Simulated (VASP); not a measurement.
# Fe (Im-3m) in VASP: notebook

The runs below take Fe through band structure, equation of state, with LAK, r2SCAN.

Program: VASP 6.6.1. These are calculated values, not measurements. Logs are shortened: lines on timing, memory, paths and dates and some standing lists are left out, and cuts for length are marked.

**What was measured.**

From “Pressure Induced Densification and Compression in a Reprocessed Borosilicate Glass”, 2018, pmc:5793612, for a bulk crystal of Fe: bulk modulus 166.4 GPa.

The results are compared with them further down.

## Step 1: The crystal as given

Symmetry: Im-3m, No. 229, cubic system. Conventional cell: a = 2.886 Å, b = 2.886 Å, c = 2.886 Å, α = 90.00°, β = 90.00°, γ = 90.00°. Around Fe (site symmetry m-3m) lie 8 Fe at 2.50 Å.

## Step 2: Band structure, LAK, collinear spin, ferromagnetic start

INCAR

```
SYSTEM = Fe
PREC = Accurate
ENCUT = 520
EDIFF = 1E-7
ISMEAR = -1
SIGMA = 0.05
LREAL = .FALSE.
LASPH = .TRUE.
NELM = 150
ALGO = Normal
ISIF = 2
LWAVE = .FALSE.
LCHARG = .FALSE.
ISPIN = 2
MAGMOM = 3
LORBIT = 11
LMAXMIX = 4
METAGGA = LAK
LMIXTAU = .TRUE.
NBANDS = 14
```

KPOINTS

```
regular mesh
0
G
  13 13 13
  0 0 0
```

POSCAR

```
Fe
1.0
   -1.4430000000      1.4430000000      1.4430000000
    1.4430000000     -1.4430000000      1.4430000000
    1.4430000000      1.4430000000     -1.4430000000
Fe
1
Direct
    0.0000000000      0.0000000000      0.0000000000
```

KPOINTS_OPT

```
path GHNGPH,PN
20
line-mode
reciprocal
 0.0000000000  0.0000000000  0.0000000000  G
 0.5000000000 -0.5000000000  0.5000000000  H

 0.5000000000 -0.5000000000  0.5000000000  H
 0.0000000000  0.0000000000  0.5000000000  N

 0.0000000000  0.0000000000  0.5000000000  N
 0.0000000000  0.0000000000  0.0000000000  G

 0.0000000000  0.0000000000  0.0000000000  G
 0.2500000000  0.2500000000  0.2500000000  P

 0.2500000000  0.2500000000  0.2500000000  P
 0.5000000000 -0.5000000000  0.5000000000  H

 0.2500000000  0.2500000000  0.2500000000  P
 0.0000000000  0.0000000000  0.5000000000  N
```

Potentials or basis: VASP PAW PBE potentials, release 64 (Fe).

Run with:

```console
$ cat potpaw_PBE.64/Fe/POTCAR > POTCAR
$ mpirun -np 1 vasp_std > vasp.out
```

OUTCAR:

```text
SYSTEM = Fe
   PREC = Accurate
   ENCUT = 520
   EDIFF = 1E-7
   ISMEAR = -1
   LREAL = .FALSE.
   LASPH = .TRUE.
   NELM = 150
   ISIF = 2
   ISPIN = 2
   LORBIT = 11
   METAGGA = LAK

 ion  position               nearest neighbor table
   1  0.000  0.000  0.000-

  LATTYP: Found a body centered cubic cell.
 ALAT       =     2.8860000000

  Lattice vectors:

 A1 = (  -1.4430000000,   1.4430000000,   1.4430000000)
 A2 = (   1.4430000000,  -1.4430000000,   1.4430000000)
 A3 = (   1.4430000000,   1.4430000000,  -1.4430000000)

Analysis of symmetry for initial positions (statically):
=====================================================================
 Subroutine PRICEL returns:
 Original cell was already a primitive cell.

 Routine SETGRP: Setting up the symmetry group for a
 body centered cubic supercell.

 Subroutine GETGRP returns: Found 48 space group operations
 (whereof 48 operations were pure point group operations)
 out of a pool of 48 trial point group operations.

The static configuration has the point symmetry O_h .

Analysis of symmetry for dynamics (positions and initial velocities):
=====================================================================
 Subroutine PRICEL returns:
 Original cell was already a primitive cell.

 Routine SETGRP: Setting up the symmetry group for a
 body centered cubic supercell.

 Subroutine GETGRP returns: Found 48 space group operations
 (whereof 48 operations were pure point group operations)
 out of a pool of 48 trial point group operations.

The dynamic configuration has the point symmetry O_h .

Analysis of structural, dynamic, and magnetic symmetry:
=====================================================================
 Subroutine PRICEL returns:
 Original cell was already a primitive cell.

 Routine SETGRP: Setting up the symmetry group for a
 body centered cubic supercell.

 Subroutine GETGRP returns: Found 48 space group operations
 (whereof 48 operations were pure point group operations)
 out of a pool of 48 trial point group operations.

The overall configuration has the point symmetry O_h .

 Subroutine INISYM returns: Found 48 space group operations
 (whereof 48 operations are pure point group operations),
 and found     1 'primitive' translations

----------------------------------------------------------------------------------------

                                     Primitive cell

  volume of cell :      12.0187

  direct lattice vectors                    reciprocal lattice vectors
    -1.443000000  1.443000000  1.443000000     0.000000000  0.346500347  0.346500347
     1.443000000 -1.443000000  1.443000000     0.346500347  0.000000000  0.346500347
     1.443000000  1.443000000 -1.443000000     0.346500347  0.346500347  0.000000000

  length of vectors
     2.499349315  2.499349315  2.499349315     0.490025489  0.490025489  0.490025489

  position of ions in fractional coordinates (direct lattice)
     0.000000000  0.000000000  0.000000000

  ion indices of the primitive-cell ions
   primitive index   ion index
                 1           1

----------------------------------------------------------------------------------------

 KPOINTS: regular mesh

Automatic generation of k-mesh.
 Grid dimensions read from file:
 generate k-points for:   13   13   13

 Generating k-lattice:

  Cartesian coordinates                     Fractional coordinates (reciprocal lattice)
     0.000000000  0.026653873  0.026653873     0.076923077  0.000000000  0.000000000
     0.026653873  0.000000000  0.026653873     0.000000000  0.076923077  0.000000000
     0.026653873  0.026653873  0.000000000     0.000000000  0.000000000  0.076923077

  Length of vectors
     0.037694268  0.037694268  0.037694268

  Shift w.r.t. Gamma in fractional coordinates (k-lattice)
     0.000000000  0.000000000  0.000000000

 Subroutine IBZKPT returns following result:
 ===========================================

 Found     84 irreducible k-points:

 Following reciprocal coordinates:
            Coordinates               Weight
  0.000000  0.000000  0.000000      1.000000
  0.076923  0.000000  0.000000     12.000000
  0.153846  0.000000  0.000000     12.000000
  0.230769  0.000000  0.000000     12.000000
  0.307692  0.000000  0.000000     12.000000
  0.384615  0.000000  0.000000     12.000000
[... 16 lines left out ...]
  0.153846  0.076923  0.076923     24.000000
  0.230769  0.076923  0.076923     24.000000
 [... further k-points ...]
   k-points           NKPTS =     84   k-points in BZ     NKDIM =     84   number of bands    NBANDS=     14
   number of dos      NEDOS =    301   number of ions     NIONS =      1
   total plane-waves  NPLWV =   8000
   dimension x,y,z NGX =    20 NGY =   20 NGZ =   20
   dimension x,y,z NGXF=    40 NGYF=   40 NGZF=   40
   ions per type =               1
   NGX,Y,Z   is equivalent  to a cutoff of  13.30, 13.30, 13.30 a.u.
   NGXF,Y,Z  is equivalent  to a cutoff of  26.61, 26.61, 26.61 a.u.
 SYSTEM =  Fe
   PREC   = accura    normal or accurate (medium, high low for compatibility)
   ISTART =      0    job   : 0-new  1-cont  2-samecut
   ICHARG =      2    charge: 1-file 2-atom 10-const
   ISPIN  =      2    spin polarized calculation?
   LNONCOLLINEAR =      F non collinear calculations
   LSORBIT =      F    spin-orbit coupling
   LASPH  =      T    aspherical Exc in radial PAW
   ENCUT  =  520.0 eV  38.22 Ry    6.18 a.u.   4.65  4.65  4.65*2*pi/ulx,y,z
   NELM   =    150;   NELMIN=  2; NELMDL= -5     # of ELM steps
   EDIFF  = 0.1E-06   stopping-criterion for ELM
   LREAL  =      F    real-space projection
   EDIFFG = 0.1E-05   stopping-criterion for IOM
   NSW    =      0    number of steps for IOM
   IBRION =     -1    ionic relax: 0-MD 1-quasi-New 2-CG
   NFREE  =      0    steps in history (QN), initial steepest desc. (CG)
   ISIF   =      2    stress and relaxation
   ISYM   =      2    0-nonsym 1-usesym 2-fastsym
   POTIM  = 0.5000    time-step for ionic-motion
   TEBEG  =    0.0;   TEEND  =   0.0 temperature during run
   PSTRESS=    0.0 pullay stress
   NELECT =       8.0000    total number of electrons
   NUPDOWN=      -1.0000    fix difference up-down
   EMIN   =  10.00;   EMAX   =-10.00  energy-range for DOS
   EFERMI =   0.00;   METHOD = LEGACY
   ISMEAR =    -1;   SIGMA  =   0.05  broadening in eV -4-tet -1-fermi 0-gaus
   EFERMI_NEDOS =   21; number of points for ismear=-14 and -15
   IALGO  =     38    algorithm
   IMIX   =      4    mixing-type and parameters
     AMIX     =   0.40;   BMIX     =  1.00
     AMIX_MAG =   1.60;   BMIX_MAG =  1.00
  volume/ion in A,a.u.               =      12.02        81.11
  Fermi-wavevector in a.u.,A,eV,Ry     =   1.429394  2.701162 27.798962  2.043166
  Thomas-Fermi vector in A             =   2.549352
   LORBIT       =     11    0 simple, 1 ext, 2 COOP (PROOUT), +10 PAW based schemes
   METAGGA = LAK    functional components
   LHFCALC =     F    Hartree Fock is set to
   AEXX    =    0.0000 exact exchange contribution
   IVDW    =     0    specifies the selected vdW correction
   LEPSILON=     F    determine dielectric tensor
   LRPA    =     F    only Hartree local field effects (RPA)
 spin polarized calculation
  energy-cutoff  :      520.00
  volume of cell :       12.02
 maximum number of plane-waves:       336
   NGX =  9   NGY =  9   NGZ =  9

 number of electron       7.9999995 magnetization       2.6601354

 Free energy of the ion-electron system (eV)
  ---------------------------------------------------
  ext. energy  EPLUGINS =         0.00000000
  ---------------------------------------------------
  free energy    TOTEN  =         2.91121898 eV

  energy without entropy =        2.91614725  energy(sigma->0) =        2.91368312

 E-fermi :   5.9661     XC(G=0): -13.7156

 val. band max:        5.9497750690   @ k =  -0.3077   0.3077   0.2308
 cond. band min:       5.9783947503   @ k =   0.1538   0.0769  -0.0000
 fundamental gap:      0.0286196812
 Fermi energy:         5.9661185069

 spin component 1

 k-point     1 :       0.0000    0.0000    0.0000
  band No.  band energies     occupation
      1      -2.0488      1.00000
      2       2.4335      1.00000
      3       2.4340      1.00000
      4       2.4340      1.00000
      5       3.5528      1.00000
      6       3.5528      1.00000
      7      30.8697      0.00000
      8      30.8699      0.00000
      9      30.8699      0.00000
     10      35.7027      0.00000
     11      35.7027      0.00000
     12      37.8037      0.00000
     13      37.8037      0.00000
     14      37.8043      0.00000
[... 375 lines left out ...]
 k-point    24 :       0.2308    0.0769    0.0769
  band No.  band energies     occupation
      1       0.8139      1.00000
      2       1.7674      1.00000
      3       2.4458      1.00000
      4       3.4968      1.00000
      5       3.6323      1.00000
      6       4.8915      1.00000
      7      19.0044      0.00000
      8      23.2006      0.00000
      9      24.9930      0.00000
     10      32.4654      0.00000
     11      36.3429      0.00000
     12      38.6337      0.00000
     13      40.4029      0.00000
     14      43.8070      0.00000

 [... further k-points ...]

 spin component 2

 k-point     1 :       0.0000    0.0000    0.0000
  band No.  band energies     occupation
      1      -3.9171      1.00000
      2       6.3988      0.00017
      3       6.3992      0.00017
      4       6.3992      0.00017
      5       8.6844      0.00000
      6       8.6844      0.00000
      7      30.5624      0.00000
      8      30.5625      0.00000
      9      30.5625      0.00000
     10      36.3742      0.00000
     11      36.3742      0.00000
     12      39.1129      0.00000
     13      39.1129      0.00000
     14      39.1136      0.00000
[... 375 lines left out ...]
 k-point    24 :       0.2308    0.0769    0.0769
  band No.  band energies     occupation
      1       0.0991      1.00000
      2       5.1579      1.00000
      3       5.1779      1.00000
      4       8.4547      0.00000
      5       8.8293      0.00000
      6       8.8683      0.00000
      7      19.8791      0.00000
      8      23.4809      0.00000
      9      26.1531      0.00000
     10      32.6843      0.00000
     11      37.7375      0.00000
     12      39.7601      0.00000
     13      41.7902      0.00000
     14      45.6045      0.00000

 [... further k-points ...]

------------------------ aborting loop because EDIFF is reached ----------------------------------------

  FORCE on cell =-STRESS in cart. coord.  units (eV):
  Direction    XX          YY          ZZ          XY          YZ          ZX
  --------------------------------------------------------------------------------------
  -------------------------------------------------------------------------------------
  Total        0.5063807      0.5063807      0.5063807      0.0000000      0.0000000     -0.0000000
  in kB       67.5038749     67.5038749     67.5038749      0.0000000      0.0000000     -0.0000000
  external PRESSURE =      67.5038749 kB  Pullay stress =       0.0000000 kB

 VOLUME and BASIS-vectors are now :
 -----------------------------------------------------------------------------
  energy-cutoff  :      520.00
  volume of cell :       12.02
      direct lattice vectors                 reciprocal lattice vectors
    -1.443000000  1.443000000  1.443000000     0.000000000  0.346500347  0.346500347
     1.443000000 -1.443000000  1.443000000     0.346500347  0.000000000  0.346500347
     1.443000000  1.443000000 -1.443000000     0.346500347  0.346500347  0.000000000

 POSITION                                       TOTAL-FORCE (eV/Angst)
 -----------------------------------------------------------------------------------
      0.00000      0.00000      0.00000        -0.000000      0.000000      0.000000
 -----------------------------------------------------------------------------------
    total drift:                                0.000000     -0.000000      0.000000

  FREE ENERGIE OF THE ION-ELECTRON SYSTEM (eV)
  ---------------------------------------------------
  free  energy   TOTEN  =         2.9112189842 eV

  energy  without entropy=        2.9161472506  energy(sigma->0) =        2.91368312

 total charge

# of ion       s       p       d       tot
------------------------------------------
    1        0.465   0.536   6.151   7.152

 magnetization (x)

# of ion       s       p       d       tot
------------------------------------------
    1       -0.026  -0.168   2.985   2.791
```

Run time: 3.5 min. Hardware: 1 thread of Intel Xeon Platinum 8375C at 2.90GHz (Ice Lake), shared host; peak memory 0.16 GiB.

Results:

```
Free energy                                           : 2.9112 eV
Pressure                                              : 6.8 GPa
Band gap along the path                               : none (metal or under the smearing width)
Net moment                                            : 2.66 μB per cell
Site moments                                          : Fe +2.79 μB
Valence electrons inside the program's atomic spheres : Fe 7.15
```

Levels at the corners of the path, in eV from the Fermi level:
Spin up:
```csv
point,band 3,band 4,band 5,band 6,band 7,band 8
Γ,-3.53,-3.53,-2.41,-2.41,24.90,24.90
H,-1.43,-1.43,-1.43,10.00,10.00,10.00
H,-1.43,-1.43,-1.43,10.00,10.00,10.00
N,-2.37,-2.27,-1.19,0.82,6.58,18.34
N,-2.37,-2.27,-1.19,0.82,6.58,18.34
Γ,-3.53,-3.53,-2.41,-2.41,24.90,24.90
Γ,-3.53,-3.53,-2.41,-2.41,24.90,24.90
P,-4.10,-2.24,-2.24,8.22,8.22,8.22
P,-4.10,-2.24,-2.24,8.22,8.22,8.22
H,-1.43,-1.43,-1.43,10.00,10.00,10.00
P,-4.10,-2.24,-2.24,8.22,8.22,8.22
N,-2.37,-2.27,-1.19,0.82,6.58,18.34
```
Spin down:
```tsv
point	band 1	band 2	band 3	band 4	band 5	band 6	band 7	band 8
Γ	-9.88	0.43	0.43	0.43	2.72	2.72	24.60	24.60
H	-2.79	-2.79	3.26	3.26	3.26	9.43	9.43	9.44
H	-2.79	-2.79	3.26	3.26	3.26	9.43	9.43	9.44
N	-3.81	-1.06	-0.84	2.53	3.02	3.57	8.92	18.06
N	-3.81	-1.06	-0.84	2.53	3.02	3.57	8.92	18.06
Γ	-9.88	0.43	0.43	0.43	2.72	2.72	24.60	24.60
Γ	-9.88	0.43	0.43	0.43	2.72	2.72	24.60	24.60
P	-1.84	-1.84	-1.84	3.08	3.08	9.28	9.28	9.28
P	-1.84	-1.84	-1.84	3.08	3.08	9.28	9.28	9.28
H	-2.79	-2.79	3.26	3.26	3.26	9.43	9.43	9.44
P	-1.84	-1.84	-1.84	3.08	3.08	9.28	9.28	9.28
N	-3.81	-1.06	-0.84	2.53	3.02	3.57	8.92	18.06
```

Caveat: the PAW data sets were made with another functional, which shifts forces and pressure a little.

[end of part 1 of 2]
